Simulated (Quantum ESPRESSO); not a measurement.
# BaTiO3 (R3m) in Quantum ESPRESSO: a series of runs

Runs on BaTiO3. Level: LDA. Tasks: single point, equation of state.

Program: Quantum ESPRESSO 7.5. These are calculated values, not measurements. Logs are shortened: lines on timing, memory, paths and dates and some standing lists are left out, and cuts for length are marked.

## 1. The structure

It takes space group R3m (No. 160, trigonal). Conventional cell: a = 5.655 Å, b = 5.655 Å, c = 6.955 Å, α = 90.00°, β = 90.00°, γ = 120.00°. Ba (site symmetry 3m) is surrounded by 12 O at 2.79 to 2.89 Å. Around Ti (site symmetry 3m) lie 6 O at 1.87 to 2.14 Å. O (site symmetry m) has 2 Ti at 1.87 to 2.14 Å as nearest neighbours.

## 2. Single point, LDA, 12.07 Å³/atom

Input file pw.in:

```
&CONTROL
  calculation = 'scf'
  prefix = 'pwscf'
  outdir = './tmp'
  pseudo_dir = './pseudo'
  tprnfor = .true.
  tstress = .true.
  disk_io = 'nowf'
/
&SYSTEM
  ibrav = 0
  nat = 5
  ntyp = 3
  ecutwfc = 45
  ecutrho = 360
  nbnd = 28
  occupations = 'smearing'
  smearing = 'fd'
  degauss = 0.00367493
/
&ELECTRONS
  conv_thr = 1d-09
  electron_maxstep = 120
  mixing_beta = 0.5
/
ATOMIC_SPECIES
Ba   137.3270 ba_lda_v1.uspp.F.UPF
Ti    47.8670 ti_lda_v1.4.uspp.F.UPF
O     15.9990 o_lda_v1.2.uspp.F.UPF
CELL_PARAMETERS angstrom
   2.7696490538    1.5990576267    2.2710660605
  -2.7696490538    1.5990576267    2.2710660605
   0.0000000000   -3.1981152536    2.2710660605
ATOMIC_POSITIONS crystal
Ba     0.0000000000    0.0000000000    0.0000000000
Ti     0.4845000000    0.4845000000    0.4845000000
O      0.5086000000    0.0175000000    0.5086000000
O      0.0175000000    0.5086000000    0.5086000000
O      0.5086000000    0.5086000000    0.0175000000
K_POINTS automatic
7 7 7 0 0 0
```

Potentials or basis: GBRV 1.5 LDA.

On the command line:

```
> OMP_NUM_THREADS=1 mpirun -n 2 pw.x -nk 2 -in pw.in > pw.out
```

pw.out:

```text
This program is part of the open-source Quantum ESPRESSO suite
     for quantum simulation of materials; please cite
[... 13 lines left out ...]
     --------------------
     sticks:   dense  smooth     PW     G-vecs:    dense   smooth      PW
     Sum        1577     789    241                46993    16669    2747

     Using Slab Decomposition

     bravais-lattice index     =            0
     lattice parameter (alat)  =       7.4124  a.u.
     unit-cell volume          =     407.2550 (a.u.)^3
     number of atoms/cell      =            5
     number of atomic types    =            3
     number of electrons       =        40.00
     number of Kohn-Sham states=           28
     kinetic-energy cutoff     =      45.0000  Ry
     charge density cutoff     =     360.0000  Ry
     scf convergence threshold =      1.0E-09
     mixing beta               =       0.5000
     number of iterations used =            8  plain     mixing
     Exchange-correlation= SLA  PZ   NOGX NOGC
                           (   1   1   0   0   0   0   0)

     celldm(1)=   7.412373  celldm(2)=   0.000000  celldm(3)=   0.000000
     celldm(4)=   0.000000  celldm(5)=   0.000000  celldm(6)=   0.000000

     crystal axes: (cart. coord. in units of alat)
               a(1) = (   0.706100   0.407667   0.578990 )
               a(2) = (  -0.706100   0.407667   0.578990 )
               a(3) = (   0.000000  -0.815334   0.578990 )

     reciprocal axes: (cart. coord. in units 2 pi/alat)
               b(1) = (  0.708115  0.408830  0.575715 )
               b(2) = ( -0.708115  0.408830  0.575715 )
               b(3) = (  0.000000 -0.817660  0.575715 )

     PseudoPot. # 1 for Ba read from file:
     ba_lda_v1.uspp.F.UPF
     Pseudo is Ultrasoft + core correction, Zval = 10.0
     Generated by new atomic code, or converted to UPF format
     Using radial grid of  907 points,  7 beta functions with:
                l(1) =   0
                l(2) =   0
                l(3) =   1
                l(4) =   1
                l(5) =   2
                l(6) =   2
                l(7) =   3
     Q(r) pseudized with  6 coefficients,  rinner =    1.700   1.700   1.700
                                                       1.700   1.700   1.700
                                                       1.700

     PseudoPot. # 2 for Ti read from file:
     ti_lda_v1.4.uspp.F.UPF
     Pseudo is Ultrasoft + core correction, Zval = 12.0
     Generated by new atomic code, or converted to UPF format
     Using radial grid of  851 points,  6 beta functions with:
                l(1) =   0
                l(2) =   0
                l(3) =   1
                l(4) =   1
                l(5) =   2
                l(6) =   2
     Q(r) pseudized with  6 coefficients,  rinner =    1.000   1.000   1.000
                                                       1.000   1.000

     PseudoPot. # 3 for O  read from file:
     o_lda_v1.2.uspp.F.UPF
     Pseudo is Ultrasoft + core correction, Zval =  6.0
     Generated by new atomic code, or converted to UPF format
     Using radial grid of  737 points,  5 beta functions with:
                l(1) =   0
                l(2) =   0
                l(3) =   1
                l(4) =   1
                l(5) =   2
     Q(r) pseudized with  8 coefficients,  rinner =    0.900   0.900   0.900
                                                       0.900   0.900

     atomic species   valence    mass     pseudopotential
     Ba               10.00   137.32700     Ba( 1.00)
     Ti               12.00    47.86700     Ti( 1.00)
     O                 6.00    15.99900     O ( 1.00)

      6 Sym. Ops. (no inversion) found

   Cartesian axes

     site n.     atom                  positions (alat units)
         1        Ba     tau(   1) = (   0.0000000   0.0000000   0.0000000  )
         2        Ti     tau(   2) = (  -0.0000000  -0.0000000   0.8415626  )
         3        O      tau(   3) = (   0.3467658  -0.2002053   0.5990814  )
         4        O      tau(   4) = (  -0.3467658  -0.2002053   0.5990814  )
         5        O      tau(   5) = (  -0.0000000   0.4004107   0.5990814  )

     number of k points=    44  Fermi-Dirac smearing, width (Ry)=  0.0037
                       cart. coord. in units 2pi/alat
        k(    1) = (   0.0000000   0.0000000   0.0000000), wk =   0.0058309
        k(    2) = (   0.0000000  -0.1168086   0.0822450), wk =   0.0349854
        k(    3) = (   0.0000000  -0.2336173   0.1644899), wk =   0.0349854
        k(    4) = (   0.0000000  -0.3504259   0.2467349), wk =   0.0349854
        k(    5) = (  -0.1011593  -0.0584043   0.1644899), wk =   0.0349854
        k(    6) = (  -0.1011593  -0.1752130   0.2467349), wk =   0.0699708
[... 36 lines left out ...]
        k(   43) = (  -0.0000000  -0.0000000   0.7402047), wk =   0.0116618
        k(   44) = (  -0.0000000   0.7008518   0.2467349), wk =   0.0349854

[... 58 lines left out ...]
     1.3579   1.4745   1.6757   6.8359   7.8559   8.0413   8.0919   8.6448
     9.1074   9.5622   9.8785  10.0284  13.7799  14.8968  14.9886  16.1891
    17.9010  18.2640  18.9526  19.7908

          k =-0.1012 0.4088-0.1645 (  2074 PWs)   bands (ev):

   -44.4687 -21.1849 -21.1283 -21.1065 -13.4188  -5.9917  -4.9917  -4.7360
     1.3550   1.4738   1.6856   6.8193   7.7897   8.0400   8.1734   8.6529
     9.1286   9.5140   9.8809  10.0534  13.7710  14.8770  14.9888  16.1919
    17.9062  18.2581  18.9607  19.7985

          k =-0.1012 0.2920-0.0822 (  2065 PWs)   bands (ev):

   -44.4691 -21.1616 -21.1293 -21.1069 -13.4733  -5.8636  -5.0167  -4.9050
     1.2671   1.3907   1.6233   7.3854   7.9833   8.3228   8.4859   8.7968
     9.2888   9.5354  10.0968  10.2751  13.7030  14.3245  14.4548  16.2032
    17.4505  17.5116  17.8174  19.9051
[... 17 lines left out ...]
   -44.4683 -21.1830 -21.1549 -21.1075 -13.3754  -5.7317  -4.9633  -4.8554
     1.2545   1.4458   1.5931   6.7669   7.1032   7.5400   7.9958   8.2809
     9.3422   9.6112   9.8664  10.4760  14.4243  14.9571  15.0922  16.4880
    18.6414  18.7406  19.7552  19.9461

          k =-0.2023 0.4672-0.0822 (  2080 PWs)   bands (ev):

   -44.4683 -21.1834 -21.1546 -21.1075 -13.3749  -5.7335  -4.9671  -4.8520
     1.2506   1.4576   1.5932   6.7237   7.0638   7.6271   7.9857   8.2950
     9.3565   9.6190   9.8302  10.4827  14.4092  14.9431  15.1002  16.4841
    18.6157  18.7563  19.7535  19.9961
[... 38 lines left out ...]
   -44.4685 -21.1838 -21.1320 -21.1154 -13.4006  -5.8822  -4.9663  -4.7726
     1.1801   1.4548   1.6595   6.8120   7.6473   8.0226   8.0683   8.4626
     9.2221   9.6872   9.8008   9.9255  14.0664  14.9560  14.9891  16.6093
    18.0545  18.4693  19.0588  20.1123

          k =-0.0000 0.4672-0.0822 (  2072 PWs)   bands (ev):

   -44.4685 -21.1840 -21.1320 -21.1152 -13.4000  -5.8845  -4.9662  -4.7733
     1.1808   1.4434   1.6809   6.7810   7.5724   8.0568   8.1732   8.4261
     9.2263   9.6374   9.8489   9.9393  14.0575  14.9141  14.9855  16.6225
    18.0642  18.4591  19.0584  20.0981
[... 73 lines left out ...]
   -44.4685 -21.1839 -21.1326 -21.1148 -13.4001  -5.8805  -4.9677  -4.7761
     1.1856   1.4479   1.6717   6.7981   7.5783   8.0296   8.0774   8.4655
     9.1516   9.6835   9.8982  10.0512  13.9258  14.8941  15.0345  16.6646
    18.0436  18.4556  19.0361  20.0996

          k = 0.4046 0.2336-0.4112 (  2081 PWs)   bands (ev):

   -44.4677 -21.1854 -21.1727 -21.1195 -13.3222  -5.3848  -4.9343  -4.9027
     1.0291   1.0341   1.4624   6.6110   7.0085   7.0717   8.0722   8.1125
     8.8499  10.0130  10.1291  10.7157  14.9785  15.1104  15.3901  17.1216
    19.0461  19.1604  19.4841  20.3892

          k = 0.4046 0.1168-0.3290 (  2080 PWs)   bands (ev):

   -44.4680 -21.1822 -21.1552 -21.1196 -13.3573  -5.6174  -4.9298  -4.8573
     1.0333   1.2135   1.6134   6.7564   7.1643   7.5527   8.0480   8.3259
     8.9627   9.8455   9.9696  10.4359  14.4994  14.9955  15.1659  17.1048
    18.6094  18.8979  19.5935  19.6790

          k = 0.3035 0.1752-0.2467 (  2081 PWs)   bands (ev):

   -44.4684 -21.1629 -21.1535 -21.1197 -13.3996  -5.6494  -4.9783  -4.9208
     1.1127   1.1408   1.7669   7.0356   7.5963   7.6603   8.2674   8.3578
     8.8982   9.9477   9.9948  10.3778  14.3353  14.5962  14.7862  17.0916
    18.1359  18.3065  18.7793  19.6363
[... 45 lines left out ...]
   -44.4676 -21.1809 -21.1608 -21.1410 -13.3165  -5.3484  -4.8657  -4.8507
     0.7148   0.8836   1.3281   6.7287   7.3205   7.5551   7.7785   8.4341
     8.5624  10.0959  10.3434  10.4373  14.8963  15.1913  15.3175  17.9761
    18.5395  19.1483  19.3763  19.5811

          k = 0.5058 0.2920-0.3290 (  2089 PWs)   bands (ev):

   -44.4672 -21.1836 -21.1739 -21.1456 -13.2833  -5.1071  -4.8426  -4.8315
     0.6096   0.6630   0.9568   6.5903   7.0695   7.5887   7.8111   8.3831
     8.5362  10.3396  10.4043  10.7241  15.2303  15.3887  15.5233  17.9048
    18.6800  19.0301  19.1823  19.7636
[... 10 lines left out ...]
   -44.4668 -21.1824 -21.1822 -21.1589 -13.2517  -4.8662  -4.7755  -4.7639
     0.3819   0.3852   0.5307   6.4758   7.0692   7.0891   8.3043   8.5175
     8.5708  10.6863  10.6932  10.7681  15.4859  15.6500  15.6527  17.9513
    18.0254  18.4024  19.5678  19.6091

     the Fermi energy is    12.0901 ev

!    total energy              =    -287.20521362 Ry
     estimated scf accuracy    <          1.9E-10 Ry
     smearing contrib. (-TS)   =      -0.00000000 Ry
     internal energy E=F+TS    =    -287.20521362 Ry

     The total energy is F=E-TS. E is the sum of the following terms:
     one-electron contribution =     -67.82780920 Ry
     hartree contribution      =      59.02611171 Ry
     xc contribution           =     -67.62735707 Ry
     ewald contribution        =    -210.77615906 Ry

     convergence has been achieved in  10 iterations

     negative rho (up, down):  8.888E-02 0.000E+00

     Forces acting on atoms (cartesian axes, Ry/au):

     atom    1 type  1   force =     0.00000000   -0.00000000   -0.00492911
     atom    2 type  2   force =    -0.00000000   -0.00000000    0.02853779
     atom    3 type  3   force =     0.01557576   -0.00899267   -0.00786956
     atom    4 type  3   force =    -0.01557576   -0.00899267   -0.00786956
     atom    5 type  3   force =    -0.00000000    0.01798533   -0.00786956

     Total force =     0.044664     Total SCF correction =     0.000009

     Computing stress (Cartesian axis) and pressure

     negative rho (up, down):  8.888E-02 0.000E+00
          total   stress  (Ry/bohr**3)                   (kbar)     P=       71.65
   0.00050732  -0.00000000  -0.00000000           74.63       -0.00       -0.00
  -0.00000000   0.00050732   0.00000000           -0.00       74.63        0.00
  -0.00000000   0.00000000   0.00044652           -0.00        0.00       65.68

=------------------------------------------------------------------------------=
   JOB DONE.
=------------------------------------------------------------------------------=
```

Wall time 30 s (2 MPI ranks of Intel Xeon Platinum 8259CL at 2.50GHz (Skylake/Cascade Lake), shared host); peak memory 0.46 GiB.

What came out:

```yaml
Free_energy: -3907.6260 eV
Pressure: 7.2 GPa
Largest_force: 0.734 eV/Å
Band_gap_on_the_k_mesh: 2.56 eV, indirect (least direct gap 2.81 eV)
```

Caveat: spin-orbit coupling is left out, which moves the levels of the heavy elements; an odd mesh through Γ misses points on the zone boundary, where band edges often lie.

## 3. Single point, LDA, 12.33 Å³/atom

Edit pw.in of step 2 so:

```diff
@@ -30,5 +30,5 @@
 CELL_PARAMETERS angstrom
-   2.7696490538    1.5990576267    2.2710660605
-  -2.7696490538    1.5990576267    2.2710660605
-   0.0000000000   -3.1981152536    2.2710660605
+   2.7891542673    1.6103189670    2.2870600104
+  -2.7891542673    1.6103189670    2.2870600104
+   0.0000000000   -3.2206379340    2.2870600104
 ATOMIC_POSITIONS crystal
```

Potentials or basis: GBRV 1.5 LDA.

On the command line:

```
> OMP_NUM_THREADS=1 mpirun -n 2 pw.x -nk 2 -in pw.in > pw.out
```

Run time: 33 s. Hardware: 2 MPI ranks of Intel Xeon Platinum 8259CL at 2.50GHz (Skylake/Cascade Lake), shared host; peak memory 0.48 GiB.

The run converged. Its results:

```yaml
Free_energy: -3907.6666 eV
Pressure: 2.7 GPa
Largest_force: 0.490 eV/Å
Band_gap_on_the_k_mesh: 2.51 eV, indirect (least direct gap 2.78 eV)
```

Caveat: spin-orbit coupling is left out, which moves the levels of the heavy elements; an odd mesh through Γ misses points on the zone boundary, where band edges often lie.

## 4. Single point, LDA, 12.58 Å³/atom

Edit pw.in of step 3 so:

```diff
@@ -30,5 +30,5 @@
 CELL_PARAMETERS angstrom
-   2.7891542673    1.6103189670    2.2870600104
-  -2.7891542673    1.6103189670    2.2870600104
-   0.0000000000   -3.2206379340    2.2870600104
+   2.8083904218    1.6214249660    2.3028333365
+  -2.8083904218    1.6214249660    2.3028333365
+   0.0000000000   -3.2428499320    2.3028333365
 ATOMIC_POSITIONS crystal
```

On the command line:

```
> OMP_NUM_THREADS=1 mpirun -n 2 pw.x -nk 2 -in pw.in > pw.out
```

Wall time 44 s (2 MPI ranks of Intel Xeon Platinum 8259CL at 2.50GHz (Skylake/Cascade Lake), shared host); peak memory 0.48 GiB.

The run converged. Its results:

- Free energy: -3907.6736 eV
- Pressure: -1.2 GPa
- Largest force: 0.261 eV/Å
- Band gap on the k mesh: 2.45 eV, indirect (least direct gap 2.74 eV)

Caveat: spin-orbit coupling is left out, which moves the levels of the heavy elements; an odd mesh through Γ misses points on the zone boundary, where band edges often lie.

## 5. Single point, LDA, 12.84 Å³/atom

Edit pw.in of step 4 so:

```diff
@@ -30,5 +30,5 @@
 CELL_PARAMETERS angstrom
-   2.8083904218    1.6214249660    2.3028333365
-  -2.8083904218    1.6214249660    2.3028333365
-   0.0000000000   -3.2428499320    2.3028333365
+   2.8273666084    1.6323808724    2.3183934932
+  -2.8273666084    1.6323808724    2.3183934932
+   0.0000000000   -3.2647617449    2.3183934932
 ATOMIC_POSITIONS crystal
```

On the command line:

```
> OMP_NUM_THREADS=1 mpirun -n 2 pw.x -nk 2 -in pw.in > pw.out
```

It took 40 s on 2 MPI ranks of Intel Xeon Platinum 8259CL at 2.50GHz (Skylake/Cascade Lake), shared host; peak memory 0.5 GiB.

Results (log left out):

```yaml
Free_energy: -3907.6506 eV
Pressure: -4.8 GPa
Largest_force: 0.147 eV/Å
Band_gap_on_the_k_mesh: 2.40 eV, indirect (least direct gap 2.71 eV)
```

Caveat: spin-orbit coupling is left out, which moves the levels of the heavy elements; an odd mesh through Γ misses points on the zone boundary, where band edges often lie.

## 6. Single point, LDA, 13.10 Å³/atom

Edit pw.in of step 5 so:

```diff
@@ -30,5 +30,5 @@
 CELL_PARAMETERS angstrom
-   2.8273666084    1.6323808724    2.3183934932
-  -2.8273666084    1.6323808724    2.3183934932
-   0.0000000000   -3.2647617449    2.3183934932
+   2.8460914363    1.6431916568    2.3337475400
+  -2.8460914363    1.6431916568    2.3337475400
+   0.0000000000   -3.2863833137    2.3337475400
 ATOMIC_POSITIONS crystal
```

Potentials or basis: GBRV 1.5 LDA.

On the command line:

```
> OMP_NUM_THREADS=1 mpirun -n 2 pw.x -nk 2 -in pw.in > pw.out
```

Wall time 61 s (2 MPI ranks of Intel Xeon Platinum 8259CL at 2.50GHz (Skylake/Cascade Lake), shared host); peak memory 0.5 GiB.

Results (log left out):

```
Free energy            : -3907.6007 eV
Pressure               : -7.9 GPa
Largest force          : 0.157 eV/Å
Band gap on the k mesh : 2.35 eV, indirect (least direct gap 2.68 eV)
```

Caveat: spin-orbit coupling is left out, which moves the levels of the heavy elements; an odd mesh through Γ misses points on the zone boundary, where band edges often lie.

## 7. Single point, LDA, 13.35 Å³/atom

Edit pw.in of step 6 so:

```diff
@@ -30,5 +30,5 @@
 CELL_PARAMETERS angstrom
-   2.8460914363    1.6431916568    2.3337475400
-  -2.8460914363    1.6431916568    2.3337475400
-   0.0000000000   -3.2863833137    2.3337475400
+   2.8645730673    1.6538620315    2.3489021694
+  -2.8645730673    1.6538620315    2.3489021694
+   0.0000000000   -3.3077240631    2.3489021694
 ATOMIC_POSITIONS crystal
```

On the command line:

```
> OMP_NUM_THREADS=1 mpirun -n 2 pw.x -nk 2 -in pw.in > pw.out
```

Run time: 39 s. Hardware: 2 MPI ranks of Intel Xeon Platinum 8259CL at 2.50GHz (Skylake/Cascade Lake), shared host; peak memory 0.5 GiB.

It converged, with:

```
Free energy            : -3907.5269 eV
Pressure               : -10.7 GPa
Largest force          : 0.348 eV/Å
Band gap on the k mesh : 2.30 eV, indirect (least direct gap 2.64 eV)
```

Caveat: spin-orbit coupling is left out, which moves the levels of the heavy elements; an odd mesh through Γ misses points on the zone boundary, where band edges often lie.

## 8. Single point, LDA, 13.61 Å³/atom

Edit pw.in of step 7 so:

```diff
@@ -30,5 +30,5 @@
 CELL_PARAMETERS angstrom
-   2.8645730673    1.6538620315    2.3489021694
-  -2.8645730673    1.6538620315    2.3489021694
-   0.0000000000   -3.3077240631    2.3489021694
+   2.8828192476    1.6643964686    2.3638637331
+  -2.8828192476    1.6643964686    2.3638637331
+   0.0000000000   -3.3287929373    2.3638637331
 ATOMIC_POSITIONS crystal
```

On the command line:

```
> OMP_NUM_THREADS=1 mpirun -n 2 pw.x -nk 2 -in pw.in > pw.out
```

Wall time 43 s (2 MPI ranks of Intel Xeon Platinum 8259CL at 2.50GHz (Skylake/Cascade Lake), shared host); peak memory 0.52 GiB.

It converged, with:

| Quantity | Value |
| --- | --- |
| Free energy | -3907.4317 eV |
| Pressure | -13.3 GPa |
| Largest force | 0.527 eV/Å |
| Band gap on the k mesh | 2.25 eV, indirect (least direct gap 2.61 eV) |

Caveat: spin-orbit coupling is left out, which moves the levels of the heavy elements; an odd mesh through Γ misses points on the zone boundary, where band edges often lie.

## 9. Equation of state, LDA

Potentials or basis: GBRV 1.5 LDA.

No new run: the results of the series are fitted here.

What came out:

```yaml
Equilibrium_volume: 12.51 Å³/atom
Bulk_modulus_at_fixed_shape_and_positions: 188 GPa
Pressure_derivative_of_the_bulk_modulus: 4.5
```

Energy against volume, from the lowest point:
```
volume (Å³/atom)  energy (meV/atom)
          12.070               9.52
          12.327               1.41
          12.583               0.00
          12.840               4.61
          13.097              14.58
          13.354              29.35
          13.611              48.39
```

Caveat: the cell was scaled at fixed shape and fractional positions, which overstates the stiffness of a crystal with free parameters, most of all of layers and chains.
